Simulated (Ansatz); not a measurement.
## NbN: pressure against volume scale

All results are calculated (Ansatz 0.2.0). Periodic Kohn-Sham DFT of a crystal at fixed atoms, scaled to volume_scale times the given cell; pressure positive in compression, energy less spherical unpolarised free atoms, largest_vzz the field gradient of largest size among the nuclei.

The cell before it is scaled or strained (space group Fm-3m, No. 225):
```
cell vectors (Å)
   0.0000     2.1945     2.1945
   2.1945     0.0000     2.1945
   2.1945     2.1945     0.0000
atoms (fractions of the cell vectors)
Nb  0.50000  0.50000  0.50000
N   0.00000  0.00000  0.00000
```

Settings of every row: method frozen-core PAW; functional PBE; relativity scalar; k mesh 13x13x13; filling fermi-dirac; smearing width 0.08 eV; wave cutoff 420 eV; paw set soft_2.

Atom start moment: 0 on all atoms.

```csv
row,volume scale,V (Å³/atom),pressure (GPa)
1,0.94,9.934,30.968
2,0.9405,9.94,30.736
3,0.96,10.146,22.154
4,0.98,10.357,14.23
5,0.99,10.463,?
6,1,10.568,7.107
7,1.01,10.674,3.818
8,1.02,10.78,0.7
9,1.04,10.991,-5.063
10,1.06,11.202,-10.247
```

Question: what pressure should row 5 give?

Worked fit of pressure. Take u = (V_r/V)^(2/3) − 1 with V_r = 10.568 Å³ an atom, which is twice the finite (Eulerian) strain; such expansions in the strain, on which the Birch-Murnaghan equation of state is built, carry the rest volume and the bulk modulus. The shown rows have u = 0.04211, 0.04169, 0.02754, 0.01354, 0, -0.00663, -0.01315, -0.02582, -0.0381. Least squares give pressure = 7.1178 + 506.747 × u + 1380.64 × u² + 1078 × u³ GPa; a parabola predicts inner rows, each left out in turn, worse (root mean square 0.024 against 0.015 GPa). The rows lie off it by -0.018, 0.014, 0.011, -0.005, -0.011, 0.000, 0.010, 0.002, -0.002 (root mean square 0.01 GPa). The pressure vanishes at u = -0.0146, or V = 10.8 Å³ an atom, and there the bulk modulus at fixed shape and fractions is B = −V dP/dV = (2/3)(1 + u) dP/du = 307 GPa. The withheld row has u = 0.00668, so the fit gives 7.1178 + 506.747 × (0.00668) + 1380.64 × (0.00668)² + 1078 × (0.00668)³ = 10.565 GPa.

The calculation gave 10.574 GPa. The fit lies 0.009 GPa (0.022 % of the column's range) below it; its largest miss of a shown row is 0.018 GPa.
